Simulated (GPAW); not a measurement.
A run of GPAW 26.7.0 is set up as follows.

File run.py:

```python
from ase import Atoms
from ase.eos import EquationOfState
from ase.io import Trajectory
from ase.units import GPa
from ase.parallel import parprint
from gpaw import GPAW, PW

atoms = Atoms(['Si', 'Si', 'Si', 'Si', 'Si', 'Si', 'C', 'C', 'C', 'C', 'C', 'C'],
              cell=[[3.095, 0.0, 0.0],
                    [-1.5475, 2.6803486247, 0.0],
                    [0.0, 0.0, 15.17]],
              scaled_positions=[[0.6666666667, 0.3333333333, 0.4583],
                                [0.3333333333, 0.6666666667, 0.9583],
                                [0.6666666667, 0.3333333333, 0.7917],
                                [0.3333333333, 0.6666666667, 0.2917],
                                [0.0, 0.0, 0.625],
                                [0.0, 0.0, 0.125],
                                [0.6666666667, 0.3333333333, 0.3333],
                                [0.3333333333, 0.6666666667, 0.8333],
                                [0.6666666667, 0.3333333333, 0.6667],
                                [0.3333333333, 0.6666666667, 0.1667],
                                [0.0, 0.0, 0.5],
                                [0.0, 0.0, 0.0]],
              pbc=True)

traj = Trajectory('eos.traj', 'w')
volumes, energies = [], []
for x in [0.94, 0.96, 0.98, 1.0, 1.02, 1.04, 1.06]:
    a = atoms.copy()
    a.set_cell(atoms.cell * x**(1 / 3), scale_atoms=True)
    calc = GPAW(mode=PW(800),
                xc='PBE',
                kpts={'size': (10, 10, 2), 'gamma': True},
                occupations={'name': 'fermi-dirac', 'width': 0.05},
                nbands=46,
                convergence={'density': 1e-05, 'energy': 1e-05},
                maxiter=150,
                txt=f'eos-{x:.2f}.txt')
    a.calc = calc
    energies.append(a.get_potential_energy(force_consistent=True))
    volumes.append(a.get_volume())
    p = -a.get_stress()[:3].mean() / GPa
    calc.write(f'eos-{x:.2f}.gpw')
    traj.write(a)
    parprint(f'{x:.2f} {volumes[-1]:10.4f} A^3 {energies[-1]:14.6f} eV {p:9.3f} GPa', flush=True)

v0, e0, B = EquationOfState(volumes, energies, eos='birchmurnaghan').fit()
parprint(f'V0 = {v0:.4f} A^3, E0 = {e0:.6f} eV, B0 = {B / GPa:.2f} GPa')
```

Potentials or basis: GPAW PAW data sets (gpaw-data 1.2.1), pw.

Launch:

```console
$ OMP_NUM_THREADS=1 mpirun -n 4 gpaw python run.py
```

Estimate the equilibrium volume.

10.57 Å³/atom.

Predict the bulk modulus at fixed shape and positions.

212 GPa.

Estimate the pressure derivative of the bulk modulus.

3.9.

Energy against volume, from the lowest point:
```
volume (Å³/atom)  energy (meV/atom)
           9.858              35.02
          10.068              16.59
          10.277               5.13
          10.487               0.00
          10.697               0.62
          10.907               6.43
          11.116              16.95
```

Caveat: the cell was scaled at fixed shape and fractional positions, which overstates the stiffness of a crystal with free parameters, most of all of layers and chains.
